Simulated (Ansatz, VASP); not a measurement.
Given: the input of a run of VASP 6.6.1 on I.

Contents of INCAR:

```
ALGO = Normal
EDIFF = 1E-7
ENCUT = 520
GGA = PE
ISIF = 2
ISMEAR = -1
LASPH = True
LCHARG = False
LREAL = False
LWAVE = False
NBANDS = 10
NELM = 60
PREC = Accurate
SIGMA = 0.05
```

KPOINTS

```
k-points
0
Gamma
  11 11 11
```

File POSCAR:

```
I
1.0
   -1.6387407567      1.6387407567      4.3209303307
    1.6387407567     -1.6387407567      4.3209303307
    1.6387407567      1.6387407567     -4.3209303307
I
1
Direct
    0.0000000000      0.0000000000      0.0000000000
```

Potentials or basis: VASP PAW PBE potentials, release 64 (I).

Run with:

```bash
$ cat potpaw_PBE.64/I/POTCAR > POTCAR
$ mpirun -np 1 vasp_std > vasp.out
```

Translate it to Ansatz 0.2.0. Potentials there: Ansatz PAW.

As run (the cutoff follows the program's own potentials):

File input.yaml:

```yaml
crystal:
  lattice:
    - [-1.6387407567, 1.6387407567, 4.3209303307]
    - [1.6387407567, -1.6387407567, 4.3209303307]
    - [1.6387407567, 1.6387407567, -4.3209303307]
  atoms:
    - { symbol: I, position: [0.0, 0.0, 0.0] }
hamiltonian:
  xc: pbe
  pseudopotentials: { kind: paw }
kpoints:
  mp_grid: { grid: [11, 11, 11] }
scf:
  occupations: { method: fermi_dirac, width: 0.05 }
output:
  forces: true
  stress: true
  eigenvalues: true
```

Potentials or basis: Ansatz PAW.

The run is started by

```console
$ ansatz run input.yaml --threads 1 --pin off --max-ram 3584MiB --backend cpu --events-out ev --progress --plain --runs-dir out
```

Both were run:

|  | VASP | Ansatz | Ansatz less VASP |
| --- | --- | --- | --- |
| gap on the k mesh at the Fermi level (eV) | none | none | - |
| pressure (GPa) | -0.7 | -0.7 | +0.02 |
| largest component of the traceless stress (GPa) | 0.82 | 0.79 | -0.028 |

A gap of «none» marks a metal or a gap that the smearing closes. The two sets of potentials don't hold the same shells in valence.

Caveats: an odd number of electrons without spin polarisation forces a metal; a magnetic or distorted state may lie lower. The runs have no spin-orbit coupling, so splittings on I are missing.
